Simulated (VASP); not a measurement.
# Tm (Fm-3m) in VASP: further runs

One crystal, Tm, is run at these levels: PBE; tasks: single point.

Program: VASP 6.6.1. These are calculated values, not measurements. Logs are shortened: lines on timing, memory, paths and dates and some standing lists are left out, and cuts for length are marked.

## Step 1: The crystal as given

It takes space group Fm-3m (No. 225, cubic). Conventional cell: a = 5.191 Å, b = 5.191 Å, c = 5.191 Å, α = 90.00°, β = 90.00°, γ = 90.00°. Tm (site symmetry m-3m) has 12 Tm at 3.67 Å as nearest neighbours.

The cell was built by a generator and needn't be a form met in nature.

## Step 2: Single point, PBE, collinear spin, typed start

File INCAR:

```
SYSTEM = Tm
ALGO = Normal
EDIFF = 1E-6
ENCUT = 520
GGA = PE
ISIF = 2
ISMEAR = 0
ISPIN = 2
LASPH = .TRUE.
LCHARG = .TRUE.
LELF = .TRUE.
LMAXMIX = 6
LORBIT = 11
LREAL = .FALSE.
LVHAR = .TRUE.
LWAVE = .FALSE.
MAGMOM = 1.24
NBANDS = 22
NELM = 150
PREC = Accurate
SIGMA = 0.05
```

File KPOINTS:

```
k-points
0
G
  8 8 8
  0 0 0
```

File POSCAR:

```
Tm
1.0
    0.0000000000      2.5953978336      2.5953978336
    2.5953978336      0.0000000000      2.5953978336
    2.5953978336      2.5953978336      0.0000000000
Tm
1
Direct
    0.0000000000      0.0000000000      0.0000000000
```

Potentials or basis: VASP PAW PBE potentials, release 64 (Tm).

On the command line:

```console
> cat potpaw_PBE.64/Tm/POTCAR > POTCAR
> mpirun -np 1 vasp_std > vasp.out
```

OUTCAR:

```text
SYSTEM = Tm
   EDIFF = 1E-6
   ENCUT = 520
   GGA = PE
   ISIF = 2
   ISMEAR = 0
   ISPIN = 2
   LASPH = .TRUE.
   LORBIT = 11
   LREAL = .FALSE.
   NELM = 150
   PREC = Accurate

 ion  position               nearest neighbor table
   1  0.000  0.000  0.000-

  LATTYP: Found a face centered cubic cell.
 ALAT       =     5.1907956672

  Lattice vectors:

 A1 = (   0.0000000000,   2.5953978336,   2.5953978336)
 A2 = (   2.5953978336,   0.0000000000,   2.5953978336)
 A3 = (   2.5953978336,   2.5953978336,   0.0000000000)

Analysis of symmetry for initial positions (statically):
=====================================================================
 Subroutine PRICEL returns:
 Original cell was already a primitive cell.

 Routine SETGRP: Setting up the symmetry group for a
 face centered cubic supercell.

 Subroutine GETGRP returns: Found 48 space group operations
 (whereof 48 operations were pure point group operations)
 out of a pool of 48 trial point group operations.

The static configuration has the point symmetry O_h .

Analysis of symmetry for dynamics (positions and initial velocities):
=====================================================================
 Subroutine PRICEL returns:
 Original cell was already a primitive cell.

 Routine SETGRP: Setting up the symmetry group for a
 face centered cubic supercell.

 Subroutine GETGRP returns: Found 48 space group operations
 (whereof 48 operations were pure point group operations)
 out of a pool of 48 trial point group operations.

The dynamic configuration has the point symmetry O_h .

Analysis of structural, dynamic, and magnetic symmetry:
=====================================================================
 Subroutine PRICEL returns:
 Original cell was already a primitive cell.

 Routine SETGRP: Setting up the symmetry group for a
 face centered cubic supercell.

 Subroutine GETGRP returns: Found 48 space group operations
 (whereof 48 operations were pure point group operations)
 out of a pool of 48 trial point group operations.

The overall configuration has the point symmetry O_h .

 Subroutine INISYM returns: Found 48 space group operations
 (whereof 48 operations are pure point group operations),
 and found     1 'primitive' translations

----------------------------------------------------------------------------------------

                                     Primitive cell

  volume of cell :      34.9657

  direct lattice vectors                    reciprocal lattice vectors
     0.000000000  2.595397834  2.595397834    -0.192648693  0.192648693  0.192648693
     2.595397834  0.000000000  2.595397834     0.192648693 -0.192648693  0.192648693
     2.595397834  2.595397834  0.000000000     0.192648693  0.192648693 -0.192648693

  length of vectors
     3.670446816  3.670446816  3.670446816     0.333677324  0.333677324  0.333677324

  position of ions in fractional coordinates (direct lattice)
     0.000000000  0.000000000  0.000000000

  ion indices of the primitive-cell ions
   primitive index   ion index
                 1           1

----------------------------------------------------------------------------------------

 KPOINTS: k-points

Automatic generation of k-mesh.
 Grid dimensions read from file:
 generate k-points for:    8    8    8

 Generating k-lattice:

  Cartesian coordinates                     Fractional coordinates (reciprocal lattice)
    -0.024081087  0.024081087  0.024081087     0.125000000  0.000000000  0.000000000
     0.024081087 -0.024081087  0.024081087     0.000000000  0.125000000  0.000000000
     0.024081087  0.024081087 -0.024081087     0.000000000  0.000000000  0.125000000

  Length of vectors
     0.041709665  0.041709665  0.041709665

  Shift w.r.t. Gamma in fractional coordinates (k-lattice)
     0.000000000  0.000000000  0.000000000

 Subroutine IBZKPT returns following result:
 ===========================================

 Found     29 irreducible k-points:

 Following reciprocal coordinates:
            Coordinates               Weight
  0.000000  0.000000  0.000000      1.000000
  0.125000  0.000000  0.000000      8.000000
  0.250000  0.000000  0.000000      8.000000
  0.375000  0.000000  0.000000      8.000000
  0.500000  0.000000  0.000000      4.000000
  0.125000  0.125000  0.000000      6.000000
[... 16 lines left out ...]
  0.500000  0.250000  0.125000     48.000000
 -0.375000  0.250000  0.125000     24.000000
 [... further k-points ...]
   k-points           NKPTS =     29   k-points in BZ     NKDIM =     29   number of bands    NBANDS=     22
   number of dos      NEDOS =    301   number of ions     NIONS =      1
   total plane-waves  NPLWV =  21952
   dimension x,y,z NGX =    28 NGY =   28 NGZ =   28
   dimension x,y,z NGXF=    56 NGYF=   56 NGZF=   56
   ions per type =               1
   NGX,Y,Z   is equivalent  to a cutoff of  12.68, 12.68, 12.68 a.u.
   NGXF,Y,Z  is equivalent  to a cutoff of  25.36, 25.36, 25.36 a.u.
 SYSTEM =  Tm
   PREC   = accura    normal or accurate (medium, high low for compatibility)
   ISTART =      0    job   : 0-new  1-cont  2-samecut
   ICHARG =      2    charge: 1-file 2-atom 10-const
   ISPIN  =      2    spin polarized calculation?
   LNONCOLLINEAR =      F non collinear calculations
   LSORBIT =      F    spin-orbit coupling
   LASPH  =      T    aspherical Exc in radial PAW
   ENCUT  =  520.0 eV  38.22 Ry    6.18 a.u.   6.82  6.82  6.82*2*pi/ulx,y,z
   NELM   =    150;   NELMIN=  2; NELMDL= -5     # of ELM steps
   EDIFF  = 0.1E-05   stopping-criterion for ELM
   LREAL  =      F    real-space projection
   EDIFFG = 0.1E-04   stopping-criterion for IOM
   NSW    =      0    number of steps for IOM
   IBRION =     -1    ionic relax: 0-MD 1-quasi-New 2-CG
   NFREE  =      0    steps in history (QN), initial steepest desc. (CG)
   ISIF   =      2    stress and relaxation
   ISYM   =      2    0-nonsym 1-usesym 2-fastsym
   POTIM  = 0.5000    time-step for ionic-motion
   TEBEG  =    0.0;   TEEND  =   0.0 temperature during run
   PSTRESS=    0.0 pullay stress
   NELECT =      23.0000    total number of electrons
   NUPDOWN=      -1.0000    fix difference up-down
   EMIN   =  10.00;   EMAX   =-10.00  energy-range for DOS
   EFERMI =   0.00;   METHOD = LEGACY
   ISMEAR =     0;   SIGMA  =   0.05  broadening in eV -4-tet -1-fermi 0-gaus
   EFERMI_NEDOS =   21; number of points for ismear=-14 and -15
   IALGO  =     38    algorithm
   IMIX   =      4    mixing-type and parameters
     AMIX     =   0.40;   BMIX     =  1.00
     AMIX_MAG =   1.60;   BMIX_MAG =  1.00
  volume/ion in A,a.u.               =      34.97       235.96
  Fermi-wavevector in a.u.,A,eV,Ry     =   1.423760  2.690517 27.580275  2.027093
  Thomas-Fermi vector in A             =   2.544323
   LORBIT       =     11    0 simple, 1 ext, 2 COOP (PROOUT), +10 PAW based schemes
   GGA     = PE    functional components
   LHFCALC =     F    Hartree Fock is set to
   AEXX    =    0.0000 exact exchange contribution
   IVDW    =     0    specifies the selected vdW correction
   LEPSILON=     F    determine dielectric tensor
   LRPA    =     F    only Hartree local field effects (RPA)
 spin polarized calculation
 Gauss-broadening in eV      SIGMA  =   0.05
  energy-cutoff  :      520.00
  volume of cell :       34.97
 maximum number of plane-waves:       960
   NGX = 13   NGY = 13   NGZ = 13

 number of electron      23.0000012 magnetization       1.1524196

 Free energy of the ion-electron system (eV)
  ---------------------------------------------------
  ext. energy  EPLUGINS =         0.00000000
  ---------------------------------------------------
  free energy    TOTEN  =        -3.96599195 eV

  energy without entropy =       -3.93895338  energy(sigma->0) =       -3.95247266

 E-fermi :   1.9226     XC(G=0):  -9.5812

 val. band max:        1.9179109248   @ k =   0.3750   0.2500   0.1250
 cond. band min:       1.9250852102   @ k =   0.2500   0.0000   0.0000
 fundamental gap:      0.0071742853
 Fermi energy:         1.9226187548

 spin component 1

 k-point     1 :       0.0000    0.0000    0.0000
  band No.  band energies     occupation
      1     -48.6375      1.00000
      2     -21.7106      1.00000
      3     -21.7106      1.00000
      4     -21.7106      1.00000
      5      -3.2907      1.00000
      6       0.6180      1.00000
[... 14 lines left out ...]
     21      14.3610      0.00000
     22      16.2386      0.00000

 k-point     2 :       0.1250    0.0000    0.0000
  band No.  band energies     occupation
      1     -48.6342      1.00000
      2     -21.7718      1.00000
      3     -21.7186      1.00000
      4     -21.7186      1.00000
      5      -2.9189      1.00000
      6       0.5998      1.00000
[... 14 lines left out ...]
     21      15.1211      0.00000
     22      17.9200      0.00000
[... 523 lines left out ...]
     21      15.7307      0.00000
     22      17.5102      0.00000

 k-point    24 :      -0.3750    0.2500    0.1250
  band No.  band energies     occupation
      1     -48.6116      1.00000
      2     -22.0569      1.00000
      3     -21.8704      1.00000
      4     -21.7985      1.00000
      5       0.4630      1.00000
      6       0.5218      1.00000
[... 14 lines left out ...]
     21      14.3957      0.00000
     22      19.4474      0.00000

 [... further k-points ...]

 spin component 2

 k-point     1 :       0.0000    0.0000    0.0000
  band No.  band energies     occupation
      1     -48.1214      1.00000
      2     -21.3494      1.00000
      3     -21.3494      1.00000
      4     -21.3494      1.00000
      5      -3.3175      1.00000
      6       1.2707      1.00000
[... 14 lines left out ...]
     21      14.2802      0.00000
     22      16.0869      0.00000

 k-point     2 :       0.1250    0.0000    0.0000
  band No.  band energies     occupation
      1     -48.1180      1.00000
      2     -21.4134      1.00000
      3     -21.3577      1.00000
      4     -21.3577      1.00000
      5      -2.9429      1.00000
      6       1.2746      1.00000
[... 14 lines left out ...]
     21      15.0547      0.00000
     22      17.8317      0.00000
[... 523 lines left out ...]
     21      15.8144      0.00000
     22      17.5042      0.00000

 k-point    24 :      -0.3750    0.2500    0.1250
  band No.  band energies     occupation
      1     -48.0942      1.00000
      2     -21.7110      1.00000
      3     -21.5158      1.00000
      4     -21.4406      1.00000
      5       0.9198      1.00000
      6       1.3884      1.00000
[... 14 lines left out ...]
     21      14.4413      0.00000
     22      19.4839      0.00000

 [... further k-points ...]

------------------------ aborting loop because EDIFF is reached ----------------------------------------

  FORCE on cell =-STRESS in cart. coord.  units (eV):
  Direction    XX          YY          ZZ          XY          YZ          ZX
  --------------------------------------------------------------------------------------
  -------------------------------------------------------------------------------------
  Total       -0.0657844     -0.0657844     -0.0657844     -0.0000000     -0.0000000     -0.0000000
  in kB       -3.0143384     -3.0143384     -3.0143384     -0.0000000     -0.0000000     -0.0000000
  external PRESSURE =      -3.0143384 kB  Pullay stress =       0.0000000 kB

 VOLUME and BASIS-vectors are now :
 -----------------------------------------------------------------------------
  energy-cutoff  :      520.00
  volume of cell :       34.97
      direct lattice vectors                 reciprocal lattice vectors
     0.000000000  2.595397834  2.595397834    -0.192648693  0.192648693  0.192648693
     2.595397834  0.000000000  2.595397834     0.192648693 -0.192648693  0.192648693
     2.595397834  2.595397834  0.000000000     0.192648693  0.192648693 -0.192648693

 POSITION                                       TOTAL-FORCE (eV/Angst)
 -----------------------------------------------------------------------------------
      0.00000      0.00000      0.00000        -0.000000      0.000000     -0.000000
 -----------------------------------------------------------------------------------
    total drift:                               -0.000000     -0.000000     -0.000000

  FREE ENERGIE OF THE ION-ELECTRON SYSTEM (eV)
  ---------------------------------------------------
  free  energy   TOTEN  =        -3.9659919518 eV

  energy  without entropy=       -3.9389533777  energy(sigma->0) =       -3.95247266

 total charge

# of ion       s       p       d       f       tot
--------------------------------------------------
    1        2.207   5.938   0.317  12.556  21.018

 magnetization (x)

# of ion       s       p       d       f       tot
--------------------------------------------------
    1        0.003  -0.023  -0.001   1.202   1.180
```

Run time: 6.1 min. Hardware: 1 thread of Intel Xeon Platinum 8488C (Sapphire Rapids), shared host; peak memory 0.2 GiB.

What came out:

- Free energy: -3.9660 eV
- Pressure: -0.3 GPa
- Band gap on the k mesh: none (metal or under the smearing width)
- Net moment: 1.15 μB per cell
- Site moments: Tm +1.18 μB
- Valence electrons inside the program's atomic spheres: Tm 21.02

Levels at points of the mesh, in eV from the Fermi level:
Spin up:
```
           k point  band 9  band 10  band 11  band 12  band 13  band 14  band 15  band 16
(0.00, 0.00, 0.00)   -1.18    -1.04    -1.04    -1.04     2.59     2.59     2.59     4.79
(0.50, 0.00, 0.00)   -1.12    -1.06    -0.96    -0.96     0.43     2.40     2.40     6.36
(0.50, 0.50, 0.00)   -1.03    -1.02    -0.97    -0.97    -0.21     1.82     6.41     6.82
```
Spin down:
| k point | band 8 | band 9 | band 10 | band 11 | band 12 | band 13 | band 14 | band 15 |
| --- | --- | --- | --- | --- | --- | --- | --- | --- |
| (0.00, 0.00, 0.00) | -0.38 | -0.38 | 0.08 | 0.08 | 0.08 | 2.69 | 2.69 | 2.69 |
| (0.50, 0.00, 0.00) | -0.30 | -0.30 | -0.04 | -0.04 | 0.08 | 0.43 | 2.45 | 2.45 |
| (0.50, 0.50, 0.00) | -0.31 | -0.31 | -0.16 | -0.04 | -0.04 | -0.04 | 1.87 | 6.51 |

Caveat: the magnetic or orbital state may not be the lowest; spin-orbit coupling is left out, which moves the levels of the heavy elements. The state reached can hang on the start; a lower one may exist.

## Step 3: Single point, PBE, collinear spin, typed start

This run uses another cell than the first one, of 30.92 Å³/atom, 0.884 times its volume.

File INCAR:

```
PREC     = Accurate       # precision mode
ENCUT    = 520            # plane-wave cutoff, eV
EDIFF    = 1E-6           # SCF threshold, eV
ISMEAR   = 0              # smearing method
SIGMA    = 0.05           # smearing width, eV
LREAL    = False          # projectors in reciprocal space
LASPH    = True           # aspherical terms in the spheres
NELM     = 150            # most SCF steps
ALGO     = Normal         # electronic algorithm
ISIF     = 2              # what is computed and relaxed
LWAVE    = False          # write WAVECAR
LCHARG   = True           # write CHGCAR
ISPIN    = 2              # spin polarisation
MAGMOM   = 1.26           # initial moments
LORBIT   = 11             # projections on sites
LMAXMIX  = 6              # l up to which the mixer works
GGA      = PE             # functional
LELF     = True           # ELF
LVHAR    = True         
NBANDS   = 22             # bands
```

File KPOINTS:

```
Automatic mesh
0
Gamma
  8 8 8
```

File POSCAR:

```
Tm
1.0
    0.0000000000      2.4912694722      2.4912694722
    2.4912694722      0.0000000000      2.4912694722
    2.4912694722      2.4912694722      0.0000000000
Tm
1
Direct
    0.0000000000      0.0000000000      0.0000000000
```

Potentials or basis: VASP PAW PBE potentials, release 64 (Tm).

On the command line:

```console
> cat potpaw_PBE.64/Tm/POTCAR > POTCAR
> mpirun -np 1 vasp_std > vasp.out
```

Run time: 3.3 min. Hardware: 1 thread of Intel Xeon Platinum 8488C (Sapphire Rapids), shared host; peak memory 0.2 GiB.

It converged, with:

| Item | Value |
| --- | --- |
| Free energy | -3.9826 eV |
| Pressure | 2.7 GPa |
| Band gap on the k mesh | none (metal or under the smearing width) |
| Net moment | 1.01 μB per cell |
| Site moments | Tm +1.17 μB |
| Valence electrons inside the program's atomic spheres | Tm 21.06 |

Levels at points of the mesh, in eV from the Fermi level:
Spin up:
| k point | band 8 | band 9 | band 10 | band 11 | band 12 | band 13 | band 14 | band 15 | band 16 | band 17 |
| --- | --- | --- | --- | --- | --- | --- | --- | --- | --- | --- |
| (0.00, 0.00, 0.00) | -1.27 | -1.27 | -0.97 | -0.97 | -0.97 | 2.94 | 2.94 | 2.94 | 5.38 | 5.38 |
| (0.50, 0.00, 0.00) | -1.19 | -1.19 | -1.08 | -1.08 | -0.96 | 1.01 | 2.69 | 2.69 | 7.18 | 7.18 |
| (0.50, 0.50, 0.00) | -1.19 | -1.19 | -1.09 | -1.08 | -1.08 | -0.12 | 2.69 | 7.22 | 7.72 | 7.72 |
Spin down:
| k point | band 7 | band 8 | band 9 | band 10 | band 11 | band 12 | band 13 | band 14 | band 15 | band 16 |
| --- | --- | --- | --- | --- | --- | --- | --- | --- | --- | --- |
| (0.00, 0.00, 0.00) | -0.36 | -0.36 | -0.13 | -0.13 | -0.13 | -0.07 | 2.84 | 2.84 | 2.84 | 5.39 |
| (0.50, 0.00, 0.00) | -0.50 | -0.35 | -0.23 | -0.01 | -0.01 | 0.04 | 0.92 | 2.61 | 2.61 | 7.24 |
| (0.50, 0.50, 0.00) | -0.49 | -0.49 | -0.37 | -0.13 | -0.03 | -0.03 | 0.18 | 2.44 | 7.29 | 7.79 |

Caveat: the magnetic or orbital state may not be the lowest; spin-orbit coupling is left out, which moves the levels of the heavy elements.
